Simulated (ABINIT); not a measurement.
# MgO (Fm-3m): G0W0 on several meshes in ABINIT, part 2 of 2

How does the mesh move the gap of MgO (Fm-3m)?

ABINIT 10.8.3; PBE and many-body steps on it, plane waves. Known limits of the many-body steps: not at the basis limit.

So far. Step 4 (6×6×6): The gap on the mesh goes from 4.89 eV to 7.18 eV, a correction of +2.29 eV. Step 5 (Empty states on the mesh, 8×8×8 mesh, 108 bands): On this mesh the gap is 4.895 eV.

## Step 7: 8×8×8

This step: G0W0 on PBE, plane waves, norm-conserving pseudopotentials.

File run.abi:

```
acell 3*1.0 Angstrom
rprim 
  -0.000000000000 2.097001392700 2.097001392700
  2.097001392700 -0.000000000000 2.097001392700
  2.097001392700 2.097001392700 -0.000000000000
ntypat 2
znucl 12 8
natom 2
typat 1 2
xred 
  0.000000000000 0.000000000000 0.000000000000
  0.500000000000 0.500000000000 0.500000000000
pp_dirpath "pseudos"
pseudos "Mg.upf, O.upf"
ecut 38
ngkpt 8 8 8
nshiftk 1
shiftk 0 0 0
kptopt 1
chksymbreak 0
istwfk *1
occopt 1
irdwfk 1
optdriver 4
nband 100
gwcalctyp 0
ecutsigx 38
symsigma 1
nkptgw 3
kptgw 
  0.0000000000 0.0000000000 0.0000000000
  0.5000000000 0.0000000000 0.0000000000
  0.5000000000 0.5000000000 0.0000000000
bdgw 
  6 12
  7 10
  7 10
ecuteps 7.48
irdscr 1
ppmodel 1
indata_prefix "in"
outdata_prefix "out"
tmpdata_prefix "tmp"
```

The run is started by

```console
> OMP_NUM_THREADS=1 mpirun -n 4 abinit run.abi > log
```

The program printed:

```text
.Version 10.8.3 of ABINIT. v10.8.2 released Aug 2026.

 Symmetries : space group Fm -3 m (#225); Bravais cF (face-center cubic)
[... echo of the input left out ...]
== DATASET  1 ==================================================================
-   mpi_nproc: 4, omp_nthreads: 1 (-1 if OMP is not activated)

--- !DatasetInfo
iteration_state: {dtset: 1, }
dimensions: {natom: 2, nkpt: 29, mband: 100, nsppol: 1, nspinor: 1, nspden: 1, mpw: 1411, }
cutoff_energies: {ecut:  38.0, pawecutdg:  -1.0, }
electrons: {nelect:   1.60000000E+01, charge:   0.00000000E+00, occopt:   1.00000000E+00, tsmear:   1.00000000E-02, }

 SIGMA: Calculation of the GW corrections

 Based on a program developped by R.W. Godby, V. Olevano, G. Onida, and L. Reining.
 Incorporated in ABINIT by V. Olevano, G.-M. Rignanese, and M. Torrent.
.Using double precision arithmetic ; gwpc =  8

[... cell and pseudopotentials left out ...]
--------------------------------------------------------------------------------

 ==== K-mesh for the wavefunctions ====
 Number of points in the irreducible wedge :    29
[... list of points left out ...]
 Together with 48 symmetry operations and time-reversal symmetry
 yields   512 points in the full Brillouin Zone.

 ==== Q-mesh for screening function ====
 Number of points in the irreducible wedge :    29
[... list of points left out ...]
 Together with 48 symmetry operations and time-reversal symmetry
 yields   512 points in the full Brillouin Zone.

 vcoul_init : cutoff-mode = AUXILIARY_FUNCTION
 q-points for optical limit:   1
     1)      0.000010    0.000020    0.000030
 setmesh: FFT mesh size selected  =    32x   32x   32
          total number of points  =        32768

 Number of electrons calculated from density =   16.0000; Expected =   16.0000
[...]
number of plane-waves for wavefunctions          1411
 number of bands                                   100
 number of q-points in IBZ                          29
 number of frequencies                               2
 number of real frequencies                          1
 number of imag frequencies                          1

 matrix elements of self-energy operator (all in [eV])

 Perturbative Calculation

--- !SelfEnergy_ee
iteration_state: {dtset: 1, }
kpoint     : [   0.000,    0.000,    0.000, ]
spin       : 1
KS_gap     :    4.895
QP_gap     :    7.175
Delta_QP_KS:    2.280
data: !SigmaeeData |
     Band     E0 <VxcDFT>   SigX SigC(E0)      Z dSigC/dE  Sig(E)    E-E0       E
        6   4.841 -20.153 -25.628   3.776   0.809  -0.236 -21.528  -1.374   3.466
        7   4.841 -20.153 -25.628   3.776   0.809  -0.236 -21.528  -1.374   3.466
        8   4.841 -20.153 -25.628   3.776   0.809  -0.236 -21.528  -1.374   3.466
[...]
--- !SelfEnergy_ee
iteration_state: {dtset: 1, }
kpoint     : [   0.500,    0.000,    0.000, ]
spin       : 1
KS_gap     :    8.670
QP_gap     :   11.239
Delta_QP_KS:    2.569
data: !SigmaeeData |
     Band     E0 <VxcDFT>   SigX SigC(E0)      Z dSigC/dE  Sig(E)    E-E0       E
[...]
--- !SelfEnergy_ee
iteration_state: {dtset: 1, }
kpoint     : [   0.500,    0.500,    0.000, ]
spin       : 1
KS_gap     :   10.595
QP_gap     :   13.027
Delta_QP_KS:    2.431
data: !SigmaeeData |
     Band     E0 <VxcDFT>   SigX SigC(E0)      Z dSigC/dE  Sig(E)    E-E0       E
[...]
9  14.086  -8.930  -3.927  -4.094   0.873  -0.145  -8.136   0.794  14.880
       10  14.995 -12.074  -6.435  -4.337   0.868  -0.153 -10.945   1.130  16.125

== END DATASET(S) ==============================================================
================================================================================

 -outvars: echo values of variables after computation  --------
           etotal      0.0000000000E+00
            nband         100
             nkpt          29
          spgroup         225
 [... the other variables as echoed above ...]

 Calculation completed.
```

Elapsed: 14 s, on 4 MPI ranks of Arm Neoverse V2, shared host; peak memory 1.2 GiB; 54 s of CPU time.

Numbers from this step:

```yaml
g0w0_gap_on_the_points_computed: 7.175 eV
starting_gap_on_the_mesh: 4.895 eV
k_of_the_valence_top: 0, 0, 0
k_of_the_conduction_bottom: 0, 0, 0
z_at_the_valence_top: 0.809
z_at_the_conduction_bottom: 0.856
least_direct_g0w0_gap_on_the_computed_points: 7.175 eV
```

Against G0W0 in ABINIT (6×6×6 mesh, 100 bands, screening to 203.5 eV, Godby-Needs plasmon pole), the gap moves by −0.009 eV.

## Step 8: Empty states on the mesh, 10×10×10 mesh, 108 bands

This step: DFT, PBE, plane waves, norm-conserving pseudopotentials.

File run.abi:

```
acell 3*1.0 Angstrom
rprim 
  -0.000000000000 2.097001392700 2.097001392700
  2.097001392700 -0.000000000000 2.097001392700
  2.097001392700 2.097001392700 -0.000000000000
ntypat 2
znucl 12 8
natom 2
typat 1 2
xred 
  0.000000000000 0.000000000000 0.000000000000
  0.500000000000 0.500000000000 0.500000000000
pp_dirpath "pseudos"
pseudos "Mg.upf, O.upf"
ecut 38
ngkpt 10 10 10
nshiftk 1
shiftk 0 0 0
kptopt 1
chksymbreak 0
irdden 1
istwfk *1
nband 108
prtvol 0
optdriver 6
gwr_task "HDIAGO"
paral_kgb 0
occopt 1
indata_prefix "in"
outdata_prefix "out"
tmpdata_prefix "tmp"
```

The program printed:

```text
[banner, memory and clock lines left out]
.Version 10.8.3 of ABINIT. v10.8.2 released Aug 2026.

 Symmetries : space group Fm -3 m (#225); Bravais cF (face-center cubic)
[... echo of the input left out ...]
== DATASET  1 ==================================================================
-   mpi_nproc: 4, omp_nthreads: 1 (-1 if OMP is not activated)

--- !DatasetInfo
iteration_state: {dtset: 1, }
dimensions: {natom: 2, nkpt: 47, mband: 108, nsppol: 1, nspinor: 1, nspden: 1, mpw: 1411, }
cutoff_energies: {ecut:  38.0, pawecutdg:  -1.0, }
[...]
Integrated=    1.6000E+01

 === KS gaps after direct diagonalization ===
 Direct band gap semiconductor
 Fundamental gap:     4.895 (eV)
   VBM:     4.841 (eV) at k: [ 0.0000E+00,  0.0000E+00,  0.0000E+00]
   CBM:     9.736 (eV) at k: [ 0.0000E+00,  0.0000E+00,  0.0000E+00]
 Direct gap:         4.895 (eV) at k: [ 0.0000E+00,  0.0000E+00,  0.0000E+00]

== END DATASET(S) ==============================================================

 -outvars: echo values of variables after computation  --------
           etotal      0.0000000000E+00
            nband         108
             nkpt          47
          spgroup         225
 [... the other variables as echoed above ...]

 Calculation completed.
```

Elapsed: 30 s, on 4 MPI ranks; peak memory 0.68 GiB.

This step gave:

```yaml
gap: 4.895 eV
k_of_the_valence_top: 0, 0, 0
k_of_the_conduction_bottom: 0, 0, 0
least_direct_gap: 4.895 eV
k_points_computed: 47
lowest_point_of_the_top_converged_band_above_the_valence_top: 153.6038 eV
```

On this mesh the gap is 4.895 eV.

## Step 9: Screening, 10×10×10 mesh, 100 bands, screening to 203.5 eV

This step: RPA screening on PBE, plane waves, norm-conserving pseudopotentials.

run.abi: that of step 8 with these lines changed.

```diff
@@ -20,10 +20,11 @@
 chksymbreak 0
-irdden 1
 istwfk *1
-nband 108
-prtvol 0
-optdriver 6
-gwr_task "HDIAGO"
-paral_kgb 0
 occopt 1
+irdwfk 1
+optdriver 3
+nband 100
+ecuteps 7.48
+inclvkb 2
+awtr 1
+symchi 1
 indata_prefix "in"
```

The program printed:

```text
.Version 10.8.3 of ABINIT. v10.8.2 released Aug 2026.

 Symmetries : space group Fm -3 m (#225); Bravais cF (face-center cubic)
[... echo of the input left out ...]
== DATASET  1 ==================================================================
-   mpi_nproc: 4, omp_nthreads: 1 (-1 if OMP is not activated)

--- !DatasetInfo
iteration_state: {dtset: 1, }
dimensions: {natom: 2, nkpt: 47, mband: 100, nsppol: 1, nspinor: 1, nspden: 1, mpw: 1411, }
cutoff_energies: {ecut:  38.0, pawecutdg:  -1.0, }
[...]
--------------------------------------------------------------------------------
[... chi0 elements left out ...]
 For q-point:  0.000010 0.000020 0.000030
  dielectric constant =   3.0082
  dielectric constant without local fields =   3.2226

  Average fulfillment of the sum rule on Im[epsilon] for q-point    1 :     74.18  [%]
[... wings left out ...]
  q-point number  2        q = ( 0.100000, 0.000000, 0.000000) [r.l.u.]
--------------------------------------------------------------------------------
[... chi0 elements left out ...]
  Average fulfillment of the sum rule on Im[epsilon] for q-point    2 :     89.36  [%]

 [... 45 further q-points ...]
```

Elapsed: 16 min, on 4 MPI ranks; peak memory 2 GiB.

This step gave:

- ε∞ with local fields, on this mesh, along the program's q direction: 3.008
- the same without local fields: 3.223
- plasma frequency: 34.59 eV
- plane waves in the screening matrix: 113

## Step 10: 10×10×10

This step: G0W0 on PBE, plane waves, norm-conserving pseudopotentials.

run.abi: that of step 9 with these lines changed.

```diff
@@ -23,8 +23,19 @@
 irdwfk 1
-optdriver 3
+optdriver 4
 nband 100
+gwcalctyp 0
+ecutsigx 38
+symsigma 1
+nkptgw 3
+kptgw 
+  0.0000000000 0.0000000000 0.0000000000
+  0.5000000000 0.0000000000 0.0000000000
+  0.5000000000 0.5000000000 0.0000000000
+bdgw 
+  6 12
+  7 10
+  7 10
 ecuteps 7.48
-inclvkb 2
-awtr 1
-symchi 1
+irdscr 1
+ppmodel 1
 indata_prefix "in"
```

The program printed:

```text
.Version 10.8.3 of ABINIT. v10.8.2 released Aug 2026.

 Symmetries : space group Fm -3 m (#225); Bravais cF (face-center cubic)
[... echo of the input left out ...]
== DATASET  1 ==================================================================
-   mpi_nproc: 4, omp_nthreads: 1 (-1 if OMP is not activated)

--- !DatasetInfo
iteration_state: {dtset: 1, }
dimensions: {natom: 2, nkpt: 47, mband: 100, nsppol: 1, nspinor: 1, nspden: 1, mpw: 1411, }
cutoff_energies: {ecut:  38.0, pawecutdg:  -1.0, }
[...]
Band     E0 <VxcDFT>   SigX SigC(E0)      Z dSigC/dE  Sig(E)    E-E0       E
[...]
9  14.086  -8.930  -3.931  -4.091   0.873  -0.145  -8.137   0.793  14.878
       10  14.995 -12.074  -6.439  -4.336   0.868  -0.153 -10.947   1.128  16.123

== END DATASET(S) ==============================================================
================================================================================

 -outvars: echo values of variables after computation  --------
           etotal      0.0000000000E+00
            nband         100
             nkpt          47
          spgroup         225
 [... the other variables as echoed above ...]

 Calculation completed.
```

Elapsed: 23 s, on 4 MPI ranks; peak memory 1.7 GiB; 90 s of CPU time.

Numbers from this step:

| Quantity | Value |
| --- | --- |
| G0W0 gap on the points computed | 7.169 eV |
| starting gap on the mesh | 4.895 eV |
| k of the valence top | 0, 0, 0 |
| k of the conduction bottom | 0, 0, 0 |
| least direct G0W0 gap on the computed points | 7.169 eV |

Against G0W0 in ABINIT (6×6×6 mesh, 100 bands, screening to 203.5 eV, Godby-Needs plasmon pole), the gap moves by −0.015 eV.

## Step 11: Side by side

Times are wall times on 4 MPI ranks of Arm Neoverse V2, shared host, good to a factor of about two. A run's time includes the screening step that it read.

```csv
run,mesh,bands,screening cutoff (eV),DFT gap (eV),gap on the mesh (eV),direct (eV),ε∞ used,time
6×6×6,6×6×6,100,203.5,4.895,7.184,7.184,3.02,63 s
8×8×8,8×8×8,100,203.5,4.895,7.175,7.175,3.01,4.8 min
10×10×10,10×10×10,100,203.5,4.895,7.169,7.169,3.01,16 min
```

## Step 12: What came out

```
6×6×6        : 7.184 eV
8×8×8        : 7.175 eV
10×10×10     : 7.169 eV
known limits : not at the basis limit
```

**Reading.** 8×8×8: −0.009 eV against 6×6×6. 10×10×10: −0.015 eV against 6×6×6. Bands and cutoff are finite, so the gap is not at the basis limit. The miss can reach some tenths of an eV and take either sign; the mesh is an error of its own. In the G0W0 runs levels were corrected at 3 k points alone, so a gap called «on the mesh» is the least over those, and an edge elsewhere would be missed.

[Paths, hosts, dates, memory and timing lines, banners, echoed tables and standing remarks are left out of the program output.]

[Logs are printed without paths, hosts, clocks, repeated set-up lines and the standing remarks that a program may print on its own settings, such as how far it seeks lower states.]

[Runs of the session that timed out or met a known fault of the program may be left out.]

[Hosts, paths, dates, database ids (printed as entryN), source tags and the programs' standing remarks are cut or masked in the printed files.]

[G0W0 gaps are taken among the corrected bands and points alone; a level outside them can change the order at an edge.]

[Where Ansatz stands beside ABINIT at settings called matched, ABINIT's density can come from a denser mesh and the files from another edition; pairs whose starting gaps differed by over 0.03 eV were left out, so agreement reads better than it is.]
